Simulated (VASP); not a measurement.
All values below come from revTPSS meta-GGA, VASP's PBE PAW potentials (set 64) (plane waves; VASP).

VASP input:

**POSCAR**
```
CsI
1
    4.6199330746     0.0000000000     0.0000000000
   -0.0000000000     4.6199330746    -0.0000000000
   -0.0000000000    -0.0000000000     4.6199330746
Cs I
1 1
Direct
  0.0000000000   0.0000000000   0.0000000000
  0.5000000000   0.5000000000   0.5000000000
```

INCAR:
```
# general
SYSTEM  = CsI
PREC    = Accurate
ENCUT   = 520
LREAL   = .False.
LASPH   = .True.

# electronic loop
EDIFF   = 1E-6
NELM    = 100
ALGO    = Normal
LMAXMIX = 4
LMIXTAU = .True.

# smearing
ISMEAR  = 0
SIGMA   = 0.05

# functional
METAGGA = RTPSS

# ions
IBRION  = 2
NSW     = 60
ISIF    = 3
EDIFFG  = -0.01

# output
LWAVE   = .False.
LCHARG  = .False.
```

### KPOINTS
```
kpoints
0
G
5 5 5
```

POTCAR, in this order: Cs_sv I (PBE.64 set). Program: vasp_std.

The resulting files:

**OSZICAR**
```
       N       E                     dE             d eps       ncg     rms          rms(c)
DAV:   1     0.160145659746E+03    0.16015E+03   -0.60832E+03   240   0.116E+03
DAV:   2     0.459355848453E+02   -0.11421E+03   -0.10605E+03   384   0.250E+02
DAV:   3     0.341579775715E+02   -0.11778E+02   -0.11714E+02   328   0.903E+01
DAV:   4     0.337543922406E+02   -0.40359E+00   -0.40291E+00   316   0.231E+01
DAV:   5     0.337427239917E+02   -0.11668E-01   -0.11665E-01   324   0.361E+00    0.198E+00
DAV:   6     0.357093697804E+02    0.19666E+01   -0.30346E+00   240   0.269E+01    0.954E-01
DAV:   7     0.361734515792E+02    0.46408E+00   -0.54831E-01   296   0.616E+00    0.611E-01
DAV:   8     0.360731198018E+02   -0.10033E+00   -0.46576E-02   272   0.218E+00    0.480E-01
DAV:   9     0.360935894263E+02    0.20470E-01   -0.74328E-02   264   0.233E+00    0.241E-01
DAV:  10     0.360583265230E+02   -0.35263E-01   -0.58447E-02   260   0.207E+00    0.212E-01
DAV:  11     0.360452733585E+02   -0.13053E-01   -0.13213E-02   292   0.106E+00    0.978E-02
DAV:  12     0.360437041106E+02   -0.15692E-02   -0.97534E-04   268   0.292E-01    0.643E-02
DAV:  13     0.360437795681E+02    0.75458E-04   -0.95908E-05   288   0.797E-02    0.357E-02
DAV:  14     0.360429343628E+02   -0.84521E-03   -0.88790E-04   256   0.338E-01    0.102E-02
DAV:  15     0.360428810382E+02   -0.53325E-04   -0.97260E-06   292   0.300E-02    0.736E-03
DAV:  16     0.360428538129E+02   -0.27225E-04   -0.13756E-05   264   0.328E-02    0.305E-03
DAV:  17     0.360428422768E+02   -0.11536E-04   -0.99204E-06   252   0.322E-02    0.189E-03
DAV:  18     0.360428415325E+02   -0.74429E-06   -0.11712E-07   188   0.360E-03
   1 F= 0.36042842E+02 E0= 0.36042842E+02  d E =0.360428E+02
```

**OUTCAR**
```
------------------------ aborting loop because EDIFF is reached ----------------------------------------
  FORCE on cell =-STRESS in cart. coord.  units (eV):
  Direction    XX          YY          ZZ          XY          YZ          ZX
  --------------------------------------------------------------------------------------
  Total       -0.0107713     -0.0107713     -0.0107713      0.0000000      0.0000000      0.0000000
  in kB       -0.1750136     -0.1750136     -0.1750136      0.0000000      0.0000000      0.0000000
  external PRESSURE =      -0.1750136 kB  Pullay stress =       0.0000000 kB
  volume of cell :       98.61
      direct lattice vectors                 reciprocal lattice vectors
     4.619933075  0.000000000  0.000000000     0.216453352  0.000000000  0.000000000
     0.000000000  4.619933075  0.000000000     0.000000000  0.216453352  0.000000000
     0.000000000  0.000000000  4.619933075     0.000000000  0.000000000  0.216453352
 POSITION                                       TOTAL-FORCE (eV/Angst)
 -----------------------------------------------------------------------------------
      0.00000      0.00000      0.00000         0.000000      0.000000      0.000000
      2.30997      2.30997      2.30997         0.000000      0.000000      0.000000
 -----------------------------------------------------------------------------------
    total drift:                               -0.000000      0.000000     -0.000000
  FREE ENERGIE OF THE ION-ELECTRON SYSTEM (eV)
  ---------------------------------------------------
  free  energy   TOTEN  =        36.0428415325 eV

  energy  without entropy=       36.0428415325  energy(sigma->0) =       36.04284153

 reached required accuracy - stopping structural energy minimisation
```
(Selected blocks of OUTCAR.)

**OUTCAR**
```
 val. band max:        0.4155723115   @ k =   0.4000   0.4000   0.0000

 cond. band min:       4.5716161628   @ k =   0.0000   0.0000   0.0000


 Fermi energy:         0.6922158560

 k-point     1 :       0.0000    0.0000    0.0000
  band No.  band energies     occupation
      1     -20.1312      2.00000
      2     -10.2263      2.00000
      3      -6.7424      2.00000
      4      -6.7424      2.00000
      5      -6.7424      2.00000
      6       0.3614      2.00000
      7       0.3614      2.00000
      8       0.3614      2.00000
      9       4.5716      0.00000
     10       4.8644      0.00000
     11       4.8644      0.00000
     12       8.4806      0.00000

 k-point     2 :       0.2000    0.0000    0.0000
  band No.  band energies     occupation
      1     -20.1237      2.00000
      2     -10.2280      2.00000
      3      -6.7905      2.00000
      4      -6.7233      2.00000
      5      -6.7233      2.00000
      6      -0.2209      2.00000
      7       0.3184      2.00000
      8       0.3184      2.00000
      9       5.0997      0.00000
     10       5.3101      0.00000
     11       5.6932      0.00000
     12       8.3714      0.00000

 k-point     3 :       0.4000    0.0000    0.0000
  band No.  band energies     occupation
      1     -20.1114      2.00000
      2     -10.2334      2.00000
      3      -6.8543      2.00000
      4      -6.6918      2.00000
      5      -6.6918      2.00000
      6      -0.9269      2.00000
      7       0.2461      2.00000
      8       0.2461      2.00000
      9       5.6924      0.00000
     10       6.7025      0.00000
     11       7.1080      0.00000
     12       7.7959      0.00000

 k-point     4 :       0.2000    0.2000    0.0000
  band No.  band energies     occupation
      1     -20.1164      2.00000
      2     -10.2098      2.00000
      3      -6.8586      2.00000
      4      -6.7430      2.00000
      5      -6.7066      2.00000
      6      -0.3079      2.00000
...
```

Unless said otherwise, spin-orbit coupling is left out, though it shifts the bands of the heavy elements here.

The compound is CsI in the CsCl type structure. It was relaxed first. The start is the result of an earlier pass.
